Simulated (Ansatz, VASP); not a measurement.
**Cs in VASP and in Ansatz**

```
CELL_PARAMETERS angstrom
5.30281 0.00000 0.00000
0.00000 5.47594 0.00000
0.00000 0.00000 8.00981
ATOMIC_POSITIONS crystal
Cs 0.00000 0.00000 0.00000
Cs 0.50000 0.50000 0.50000
```

Change from the starting cell: uniaxial strain along a, b, c and atoms relaxed: -2.0 %.

Alike in both runs: functional PBE; k mesh 8 × 8 × 6; occupations gaussian, width 0.1 eV; no spin polarisation.

Ansatz relaxed the structure, and its values are those at the end. VASP's run is a single point on that final structure, the one shown.

|  | VASP | Ansatz |
| --- | --- | --- |
| version | VASP 6.6.1 | Ansatz 0.2.0 |
| potentials or method | VASP PAW PBE potentials, release 64 (Cs_sv) | scalar-relativistic, plane waves, PAW |
| plane-wave cutoff (eV) | 520 | 420 |
| valence electrons in the cell | 18 | 18 |

|  | VASP | Ansatz | Ansatz less VASP |
| --- | --- | --- | --- |
| gap on the k mesh at the Fermi level (eV) | none | none | - |
| pressure (GPa) | 0.0 | 0.0 | +0.01 |

A gap of «none» marks a metal or a gap that the smearing closes. The functional is the same, so the differences come from potentials, cutoffs and numerics.

Spin-orbit coupling is left out, which matters for the levels of Cs.
